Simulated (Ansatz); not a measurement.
The system is I.

```xyz
1
Lattice="0.0000 2.3656 3.9098 2.1922 0.0000 3.9098 2.1922 2.3656 0.0000" Properties=species:S:1:pos:R:3 pbc="T T T"
I     0.0000    0.0000    0.0000
```

Base run:

* Program: Ansatz 0.2.0
* Functional: r2SCAN
* Potentials or basis: Ansatz PAW
* Cutoff: 500 eV (not typed: the program's choice for these potentials)
* k mesh: 9 × 9 × 9
* Occupations: fermi-dirac, width 0.05 eV
* Spin: no spin polarisation

Its results: band gap on the k mesh none (metal or under the smearing width); pressure 0.0 GPa.

Task: The run is repeated on the same cell with these changes: functional from r2SCAN to revPBE; cutoff from 500 eV (not typed: the program's choice for these potentials) to 420 eV (not typed: the program's choice for these potentials). What comes out?

Result: Band gap on the k mesh none (metal or under the smearing width); pressure 1.5 GPa.

Caveats: an odd number of electrons without spin polarisation forces a metal; a magnetic or distorted state may lie lower; the PAW data sets come from PBE, with cores solved anew for the run's functional, which leaves a small shift of forces and pressure; spin-orbit coupling is left out, which moves the levels of the heavy elements (some runs).
